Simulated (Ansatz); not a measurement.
**TiSi2: where the heat goes in a short trajectory**

Method: DFT PBEsol, scalar-relativistic, plane waves, PAW (Ansatz 0.2.0). The runs took a 420 eV cutoff, a shifted (0.5, 0.5, 0.5 steps) 2×2×2 mesh and Fermi–Dirac smearing (0.05 eV). The mesh is coarse. No spin polarisation.

36 atoms start on the lattice sites below (V = 500.8 Å³, 1.00 times the source cell's; static pressure -0.08 GPa, largest force component 0.16 eV/Å) with velocities drawn for 150 K; Langevin thermostat aiming at the same temperature, fixed cell, 77 steps of 3 fs.

```
Ti Si
1.0
    -3.51705    0.00000   -7.11123
     5.27557    6.67412    0.00000
     5.27557   -6.67412    0.00000
Ti Si
12 24
Direct
  0.12500 0.81082 0.60585
  0.62500 0.64415 0.43918
  0.12500 0.14415 0.93918
  0.62500 0.97748 0.77252
  0.12500 0.47748 0.27252
  0.62500 0.31082 0.10585
  0.37500 0.68918 0.89415
  0.87500 0.52252 0.72748
  0.37500 0.02252 0.22748
  0.87500 0.85585 0.06082
  0.37500 0.35585 0.56082
  0.87500 0.18918 0.39415
  0.12500 0.14835 0.26832
  0.62500 0.98168 0.10165
  0.12500 0.48168 0.60165
  0.62500 0.31501 0.43499
  0.12500 0.81501 0.93499
  0.62500 0.64835 0.76832
  0.37500 0.35165 0.23168
  0.87500 0.18499 0.06501
  0.37500 0.68499 0.56501
  0.87500 0.51832 0.39835
  0.37500 0.01832 0.89835
  0.87500 0.85165 0.73168
  0.12500 0.45861 0.95805
  0.62500 0.29195 0.79139
  0.12500 0.79195 0.29139
  0.62500 0.62528 0.12472
  0.12500 0.12528 0.62472
  0.62500 0.95861 0.45805
  0.37500 0.04139 0.54195
  0.87500 0.87472 0.37528
  0.37500 0.37472 0.87528
  0.87500 0.20805 0.70861
  0.37500 0.70805 0.20861
  0.87500 0.54139 0.04195
```

```csv
t (fs),T (K),kinetic energy (meV/atom),potential energy over the first frame (meV/atom),P with the kinetic part (GPa)
0.0,146,18.9,0.0,0.06
15.0,75,9.7,9.7,0.17
30.0,86,11.1,12.1,0.11
45.0,97,12.6,13.6,0.06
60.0,111,14.4,16.5,0.16
75.0,127,16.4,17.5,0.24
90.0,162,20.9,15.6,0.36
105.0,159,20.6,15.8,0.54
120.0,141,18.2,14.2,0.45
135.0,136,17.6,14.8,0.25
150.0,126,16.3,14.6,0.13
165.0,132,17.1,16.0,0.08
180.0,127,16.4,16.7,0.05
195.0,121,15.7,17.5,0.21
210.0,123,15.9,18.9,0.57
225.0,162,21.0,16.0,0.58
```

T counts 3N degrees of freedom. Means over every step of the second half, not only the rows shown: T = 136 K, kinetic energy 17.6 meV/atom, potential energy 16.1 meV/atom, P = 0.29 GPa.

Problem. Does the potential energy follow equipartition for harmonic vibrations?

Solution. In a harmonic crystal each vibration holds as much potential as kinetic energy on average; T is counted on all 3N degrees of freedom here, and the thermostat also drives the centre of mass, which has no potential energy, so the share is (N − 1)/N of the kinetic energy, 17.1 meV/atom. The run has 16.1, a ratio of 0.94. That is near one, as for a crystal vibrating about its sites. So short a run gives a rough mean. Electronic entropy is part of the potential energy at this smearing.

Problem. Split the rise of pressure into the kinetic part and the rest. Can a thermal Grüneisen parameter be estimated?

Solution. The program counts the kinetic part as N k_B T/V = 0.14 GPa. The pressure lies 0.37 GPa over the static one in all, so the forces add 0.23 GPa. For a harmonic mode with ω ∝ V^(−γ) and an amplitude that scales with the cell, the forces add (2γ − 2/3)U/V, which needs no equipartition; when U equals the kinetic energy K, this and the kinetic part 2K/(3V) sum to the Mie–Grüneisen γE_th/V. With U = N × 16.1 meV, γ = 1/3 + V ΔP_forces/(2U) = 0.96, for harmonic vibrations a mean over the modes weighted by their potential energy, for uniform scaling of the cell (in a layered or otherwise anisotropic crystal this differs from γ under hydrostatic pressure). Most solids fall between 1 and 3, and tetrahedral, framework and layered ones often lower; anharmonic motion and pressure swings in a cell of 36 atoms make this value uncertain by tenths or more. The mean pressure differs by 0.1 GPa between the two halves of this window, worth 0.4 in γ, so slow motion isn't averaged out and the value is a rough guess.

Cost: 1 run of about 37 core-minutes (earlier runs that led there not counted), on Intel Xeon Processor @ 2.70GHz (shared hosts).